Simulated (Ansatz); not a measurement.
# Deforming Os

```yaml
crystal:
  lattice:
    - [0.00000, 1.94500, 1.94500]
    - [1.94500, 0.00000, 1.94500]
    - [1.94500, 1.94500, 0.00000]
  atoms:
    - { symbol: Os, position: [0.00000, 0.00000, 0.00000] }
```

Conventional cell: a = 3.890 Å, b = 3.890 Å, c = 3.890 Å, α = 90.00°, β = 90.00°, γ = 90.00°. Os (atom 1) has 12 Os at 2.75 Å as nearest neighbours.

The geometry is COD entry 1534943, unchecked; take it as a test cell.

Spin–orbit coupling is left out, though it moves levels of the heavy atoms by tenths of an eV or more.

These are results of DFT, PBE, all-electron LAPW, scalar-relativistic in Ansatz 0.2.0, not measurements.

Settings: a Γ-centred 14×14×14 k mesh, Fermi–Dirac smearing of 0.03 eV, basis error target 0.25 meV/atom, no spin polarisation.

The unchanged cell is at -9.43 GPa.

In a metal, stresses and small energies carry noise from the k mesh.

x, y and z are the Cartesian axes of the cell as listed; fractional coordinates follow a strain, and an engineering shear is twice the off-diagonal strain component.

Question: With this change (z strained by +2 % at fixed volume), what becomes of the energy and stress?

Answer: Energy change +7 meV/atom; stress change (xx, yy, zz, yz, xz, xy) 2.96, 2.96, -5.53, 0.00, 0.00, 0.00 GPa, compression positive.

Question: With this change (z strained by +1 % at fixed volume), what becomes of the energy and stress?

Answer: Energy change +2 meV/atom; stress change (xx, yy, zz, yz, xz, xy) 1.29, 1.29, -2.48, 0.00, 0.00, 0.00 GPa, compression positive.
